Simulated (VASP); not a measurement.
# BN (P6_3/mmc) in VASP: further runs

One crystal, BN, is run at these levels: LDA; tasks: relaxation of cell and atoms.

Everything below comes from runs of VASP 6.6.1. Logs are shortened: lines on timing, memory, paths and dates and some standing lists are left out, and cuts for length are marked.

### 1 The structure

It takes space group P6_3/mmc (No. 194, hexagonal). The conventional cell has a = 2.498 Å, b = 2.498 Å, c = 6.636 Å, α = 90.00°, β = 90.00°, γ = 120.00°. Around B (site symmetry -6m2) lie 3 N at 1.44 Å. Around N (site symmetry -6m2) lie 3 B at 1.44 Å.

### 2 Relaxation of cell and atoms, LDA

File INCAR:

```
SYSTEM = BN
ALGO = Fast ; EDIFF = 1E-7
EDIFFG = -0.002 ; ENCUT = 520
IBRION = 2 ; ISIF = 3
ISMEAR = 0 ; LASPH = .TRUE.
LCHARG = .FALSE. ; LREAL = .FALSE.
LWAVE = .FALSE. ; NELM = 60
NSW = 80 ; PREC = Accurate
SIGMA = 0.02
```

File KPOINTS:

```
k-points
0
G
  15 15 6
  0 0 0
```

File POSCAR:

```
BN
1.0
    2.4982400000      0.0000000000      0.0000000000
   -1.2491200000      2.1635393000      0.0000000000
    0.0000000000      0.0000000000      6.6357000000
B N
2 2
Direct
    0.3333333300      0.6666666700      0.2500000000
    0.6666666700      0.3333333300      0.7500000000
    0.3333333300      0.6666666700      0.7500000000
    0.6666666700      0.3333333300      0.2500000000
```

Potentials or basis: VASP PAW LDA potentials, release 64 (B, N).

Command:

```
cat potpaw_LDA.64/B/POTCAR potpaw_LDA.64/N/POTCAR > POTCAR
mpirun -np 1 vasp_std > vasp.out
```

OUTCAR:

```text
SYSTEM = BN
   EDIFF = 1E-7
   EDIFFG = -0.002
   ENCUT = 520
   IBRION = 2
   ISIF = 3
   ISMEAR = 0
   LASPH = .TRUE.
   LREAL = .FALSE.
   NELM = 60
   NSW = 80
   PREC = Accurate

 ion  position               nearest neighbor table
   1  0.333  0.667  0.250-   4 1.44   4 1.44   4 1.44
   2  0.667  0.333  0.750-   3 1.44   3 1.44   3 1.44
   3  0.333  0.667  0.750-   2 1.44   2 1.44   2 1.44
   4  0.667  0.333  0.250-   1 1.44   1 1.44   1 1.44

  LATTYP: Found a hexagonal cell.
 ALAT       =     2.4982400000
 C/A-ratio  =     2.6561499296

  Lattice vectors:

 A1 = (   2.4982400000,   0.0000000000,   0.0000000000)
 A2 = (  -1.2491200000,   2.1635393000,   0.0000000000)
 A3 = (   0.0000000000,   0.0000000000,   6.6357000000)

Analysis of symmetry for initial positions (statically):
=====================================================================
 Subroutine PRICEL returns:
 Original cell was already a primitive cell.

 Routine SETGRP: Setting up the symmetry group for a
 hexagonal supercell.

 Subroutine GETGRP returns: Found 24 space group operations
 (whereof 12 operations were pure point group operations)
 out of a pool of 24 trial point group operations.

The static configuration has the point symmetry D_3d.
 The point group associated with its full space group is D_6h.

Analysis of symmetry for dynamics (positions and initial velocities):
=====================================================================
 Subroutine PRICEL returns:
 Original cell was already a primitive cell.

 Routine SETGRP: Setting up the symmetry group for a
 hexagonal supercell.

 Subroutine GETGRP returns: Found 24 space group operations
 (whereof 12 operations were pure point group operations)
 out of a pool of 24 trial point group operations.

The dynamic configuration has the point symmetry D_3d.
 The point group associated with its full space group is D_6h.

 Subroutine INISYM returns: Found 24 space group operations
 (whereof 12 operations are pure point group operations),
 and found     1 'primitive' translations

----------------------------------------------------------------------------------------

                                     Primitive cell

  volume of cell :      35.8662

  direct lattice vectors                    reciprocal lattice vectors
     2.498240000  0.000000000  0.000000000     0.400281798  0.231102805  0.000000000
    -1.249120000  2.163539300  0.000000000     0.000000000  0.462205609  0.000000000
     0.000000000  0.000000000  6.635700000     0.000000000  0.000000000  0.150700002

  length of vectors
     2.498240000  2.498239996  6.635700000     0.462205608  0.462205609  0.150700002

[... 127 lines left out ...]
 number of electron      16.0000003 magnetization

 Free energy of the ion-electron system (eV)
  ---------------------------------------------------
  ext. energy  EPLUGINS =         0.00000000
  ---------------------------------------------------
  free energy    TOTEN  =       -38.57714603 eV

  energy without entropy =      -38.57714603  energy(sigma->0) =      -38.57714603

------------------------ aborting loop because EDIFF is reached ----------------------------------------

  FORCE on cell =-STRESS in cart. coord.  units (eV):
  Direction    XX          YY          ZZ          XY          YZ          ZX
  --------------------------------------------------------------------------------------
  -------------------------------------------------------------------------------------
  Total       -0.7581190     -0.7581189     -0.1594061      0.0000000     -0.0000000      0.0000000
  in kB      -33.8658708    -33.8658707     -7.1208183      0.0000000     -0.0000000      0.0000000
  external PRESSURE =     -24.9508532 kB  Pullay stress =       0.0000000 kB
[... 95 lines left out ...]
  FREE ENERGIE OF THE ION-ELECTRON SYSTEM (eV)
  ---------------------------------------------------
  free  energy   TOTEN  =       -38.5795923989 eV

  energy  without entropy=      -38.5795923989  energy(sigma->0) =      -38.57959240

[... ionic steps 4 to 9 ...]

--------------------------------------- Ionic step       10  -------------------------------------------

 number of electron      15.9999998 magnetization

------------------------ aborting loop because EDIFF is reached ----------------------------------------
[... 71 lines left out ...]
--------------------------------------- Ionic step       12  -------------------------------------------

 number of electron      15.9999998 magnetization

 Free energy of the ion-electron system (eV)
  ---------------------------------------------------
  ext. energy  EPLUGINS =         0.00000000
  ---------------------------------------------------
  free energy    TOTEN  =       -38.58163093 eV

  energy without entropy =      -38.58163093  energy(sigma->0) =      -38.58163093

 E-fermi :   2.6619     XC(G=0): -10.7224

 val. band max:        2.4903617217   @ k =   0.3333   0.2667   0.0000
 cond. band min:       6.5558596015   @ k =   0.4667   0.0667   0.0000
 fundamental gap:      4.0654978798
 Fermi energy:         2.6618761403

 k-point     1 :       0.0000    0.0000    0.0000
  band No.  band energies     occupation
      1     -15.2745      2.00000
      2     -14.8920      2.00000
      3      -4.0934      2.00000
      4      -1.5942      2.00000
      5       1.1183      2.00000
      6       1.1183      2.00000
      7       1.1663      2.00000
      8       1.1663      2.00000
      9       7.5713      0.00000
     10      12.8678      0.00000
     11      13.9921      0.00000
     12      13.9921      0.00000
[... 331 lines left out ...]
 k-point    24 :       0.4000    0.2000    0.0000
  band No.  band energies     occupation
      1     -11.6071      2.00000
      2     -11.5367      2.00000
      3      -6.0834      2.00000
      4      -5.9738      2.00000
      5      -3.5117      2.00000
      6      -3.4186      2.00000
      7       1.5001      2.00000
      8       2.3902      2.00000
      9       6.8871      0.00000
     10       7.8334      0.00000
     11      14.1115      0.00000
     12      14.1840      0.00000

 [... further k-points ...]

------------------------ aborting loop because EDIFF is reached ----------------------------------------

  FORCE on cell =-STRESS in cart. coord.  units (eV):
  Direction    XX          YY          ZZ          XY          YZ          ZX
  --------------------------------------------------------------------------------------
  -------------------------------------------------------------------------------------
  Total        0.0006139      0.0006139     -0.0036282     -0.0000000     -0.0000000      0.0000000
  in kB        0.0283228      0.0283228     -0.1673875     -0.0000000     -0.0000000      0.0000000
  external PRESSURE =      -0.0369140 kB  Pullay stress =       0.0000000 kB
[... 19 lines left out ...]
  FREE ENERGIE OF THE ION-ELECTRON SYSTEM (eV)
  ---------------------------------------------------
  free  energy   TOTEN  =       -38.5816309287 eV

  energy  without entropy=      -38.5816309287  energy(sigma->0) =      -38.58163093

 reached required accuracy - stopping structural energy minimisation
```

OSZICAR:

```text
N       E                     dE             d eps       ncg     rms          rms(c)
DAV:   1     0.606138763613E+02    0.60614E+02   -0.84366E+03  2608   0.123E+03
DAV:   2    -0.385556788506E+02   -0.99170E+02   -0.91160E+02  3880   0.254E+02
DAV:   3    -0.425536591719E+02   -0.39980E+01   -0.39731E+01  3304   0.526E+01
DAV:   4    -0.425873423307E+02   -0.33683E-01   -0.33660E-01  3240   0.538E+00
[... 112 lines left out ...]
DAV:   1    -0.385816698442E+02   -0.99630E-04   -0.14702E-03  2860   0.426E-01    0.440E-02
RMM:   2    -0.385816346626E+02    0.35182E-04   -0.72895E-05  2592   0.777E-02    0.162E-02
RMM:   3    -0.385816319631E+02    0.26995E-05   -0.22558E-05  2592   0.384E-02    0.520E-03
RMM:   4    -0.385816309993E+02    0.96375E-06   -0.17930E-06  2592   0.132E-02    0.199E-03
RMM:   5    -0.385816309287E+02    0.70668E-07   -0.36831E-07  1943   0.524E-03
  12 F= -.38581631E+02 E0= -.38581631E+02  d E =-.904832E-06
```

CONTCAR:

```text
BN
   1.00000000000000
     2.4906573788327031    0.0000000000000000    0.0000000000000000
    -1.2453286894163516    2.1569725574853580    0.0000000000000000
    -0.0000000000000000   -0.0000000000000000    6.4643237517276537
  B               N
     2     2
Direct
     0.3333333300000021    0.6666666699999979    0.2500000000000000
     0.6666666699999979    0.3333333300000021    0.7500000000000000
     0.3333333300000021    0.6666666699999979    0.7500000000000000
     0.6666666699999979    0.3333333300000021    0.2500000000000000

  0.00000000E+00  0.00000000E+00  0.00000000E+00
  0.00000000E+00  0.00000000E+00  0.00000000E+00
  0.00000000E+00  0.00000000E+00  0.00000000E+00
  0.00000000E+00  0.00000000E+00  0.00000000E+00
```

It took 2.1 min on 1 thread of Intel Xeon 6975P-C (Granite Rapids), shared host; peak memory 0.17 GiB.

Results:

```yaml
Free_energy: -38.5816 eV
Relaxed_volume: 8.68 Å³/atom
Relaxed_cell: a = 2.491 Å, b = 2.491 Å, c = 6.464 Å, α = 90.00°, β = 90.00°, γ = 120.00°
Space_group_after_relaxing_to_0.05_Å: P6_3/mmc (No. 194)
Energy_gained_by_relaxing: 1.1 meV/atom
Ionic_steps: 12
Pressure_after_relaxing: 0.0 GPa
Band_gap_on_the_k_mesh: 4.07 eV, indirect (least direct gap 4.45 eV)
```

The path:
| step | energy change (eV) | largest force (eV/Å) | pressure (GPa) | volume (Å³) |
| --- | --- | --- | --- | --- |
| 1 | 0.0000 | 0.0000 | -2.50 | 35.87 |
| 2 | 0.0066 | 0.0000 | 4.41 | 35.15 |
| 3 | -0.0024 | 0.0000 | -0.19 | 35.62 |
| 4 | -0.0024 | 0.0000 | -0.15 | 35.61 |
| 5 | -0.0027 | 0.0000 | -0.14 | 35.56 |
| 6 | -0.0033 | 0.0000 | -0.11 | 35.38 |
| 7 | -0.0042 | 0.0000 | -0.04 | 35.04 |
| 8 | -0.0041 | 0.0000 | 0.13 | 34.34 |
| 9 | -0.0045 | 0.0000 | 0.05 | 34.71 |
| 10 | -0.0045 | 0.0000 | 0.04 | 34.72 |
| 11 | -0.0044 | 0.0000 | -0.38 | 34.77 |
| 12 | -0.0045 | 0.0000 | 0.00 | 34.73 |

Final structure:
```
B N
1.0
     2.49066    0.00000    0.00000
    -1.24533    2.15697    0.00000
     0.00000    0.00000    6.46432
B N
2 2
Direct
  0.33333 0.66667 0.25000
  0.66667 0.33333 0.75000
  0.33333 0.66667 0.75000
  0.66667 0.33333 0.25000
```

Caveat: an odd mesh through Γ misses points on the zone boundary, where band edges often lie. Zero-point motion and thermal expansion aren't in these numbers.

### 3 Relaxation of cell and atoms, LDA

This run uses another cell than the first one, of 8.68 Å³/atom, 0.968 times its volume.

INCAR is that of step 2.

KPOINTS is that of step 2.

File POSCAR:

```
BN                                      
1.0
    2.4906573788      0.0000000000      0.0000000000
   -1.2453286894      2.1569725575      0.0000000000
   -0.0000000000     -0.0000000000      6.4643237517
  B               N             
     2     2
Direct
     0.3333333300000021    0.6666666699999979    0.2500000000000000
     0.6666666699999979    0.3333333300000021    0.7500000000000000
     0.3333333300000021    0.6666666699999979    0.7500000000000000
     0.6666666699999979    0.3333333300000021    0.2500000000000000
```

Potentials or basis: VASP PAW LDA potentials, release 64 (B, N).

Command:

```
cat potpaw_LDA.64/B/POTCAR potpaw_LDA.64/N/POTCAR > POTCAR
mpirun -np 1 vasp_std > vasp.out
```

Run time: 29 s. Hardware: 1 thread of Intel Xeon 6975P-C (Granite Rapids), shared host; peak memory 0.16 GiB.

It converged, with:

| Item | Value |
| --- | --- |
| Free energy | -38.5806 eV |
| Relaxed volume | 8.68 Å³/atom |
| Relaxed cell | a = 2.491 Å, b = 2.491 Å, c = 6.461 Å, α = 90.00°, β = 90.00°, γ = 120.00° |
| Space group after relaxing (to 0.05 Å) | P6_3/mmc (No. 194) |
| Energy gained by relaxing | 0.0 meV/atom |
| Ionic steps | 3 |
| Pressure after relaxing | 0.0 GPa |
| Band gap on the k mesh | 4.06 eV, indirect (least direct gap 4.45 eV) |

Final structure:
```
B N
1.0
     2.49074    0.00000    0.00000
    -1.24537    2.15704    0.00000
     0.00000    0.00000    6.46107
B N
2 2
Direct
  0.33333 0.66667 0.25000
  0.66667 0.33333 0.75000
  0.33333 0.66667 0.75000
  0.66667 0.33333 0.25000
```

Levels at points of the mesh, in eV from the valence-band top:
| k point | band 6 | band 7 | band 8 | band 9 | band 10 | band 11 |
| --- | --- | --- | --- | --- | --- | --- |
| (0.00, 0.00, 0.00) | -1.37 | -1.32 | -1.32 | 5.08 | 10.38 | 11.50 |
| (0.00, 0.00, 0.50) | -1.35 | -1.35 | -1.35 | 7.68 | 7.68 | 11.58 |

Caveat: an odd mesh through Γ misses points on the zone boundary, where band edges often lie.
